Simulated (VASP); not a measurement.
A run of VASP 6.6.1 is set up as follows.

File INCAR:

```
PREC = Accurate
ENCUT = 520
EDIFF = 1E-7
ISMEAR = 0
SIGMA = 0.02
LREAL = F
LASPH = T
NELM = 100
ALGO = Normal
ISIF = 3
LWAVE = F
LCHARG = F
ISPIN = 2
MAGMOM = 5 -5 0 0
LORBIT = 11
LMAXMIX = 4
GGA = PE
IBRION = 2
NSW = 80
EDIFFG = -0.002
```

The input KPOINTS:

```
Automatic mesh
0
Gamma
  10 10 8
```

File POSCAR:

```
MnO
1.0
    0.0000000000      2.2230000000     -2.2230000000
    0.0000000000      2.2230000000      2.2230000000
    4.4460000000      0.0000000000      0.0000000000
Mn O
2 2
Direct
    0.0000000000      0.0000000000      0.0000000000
    0.5000000000      0.5000000000      0.5000000000
    0.0000000000      1.0000000000      0.5000000000
    0.5000000000      1.5000000000      1.0000000000
```

Potentials or basis: VASP PAW PBE potentials, release 64 (Mn_pv, O).

Run with:

```console
$ cat potpaw_PBE.64/Mn_pv/POTCAR potpaw_PBE.64/O/POTCAR > POTCAR
$ mpirun -np 1 vasp_std > vasp.out
```

Question: Estimate the band gap on the k mesh.

Answer: None (metal or under the smearing width).

Question: Predict the relaxed cell.

Answer: a = 3.172 Å, b = 3.172 Å, c = 4.375 Å, α = 90.00°, β = 90.00°, γ = 90.00°.

Final structure:
```
CELL_PARAMETERS angstrom
0.00000 2.24269 -2.24269
0.00000 2.24269 2.24269
4.37539 0.00000 0.00000
ATOMIC_POSITIONS crystal
Mn 0.00000 0.00000 0.00000
Mn 0.50000 0.50000 0.50000
O 0.00000 0.00000 0.50000
O 0.50000 0.50000 0.00000
```

Caveat: semilocal functionals often make such compounds metallic where correlation or magnetic order opens a gap, which also shifts bond lengths. With open d or f shells a metallic result of PBE can be an artefact of self-interaction; +U or a hybrid may open a gap.
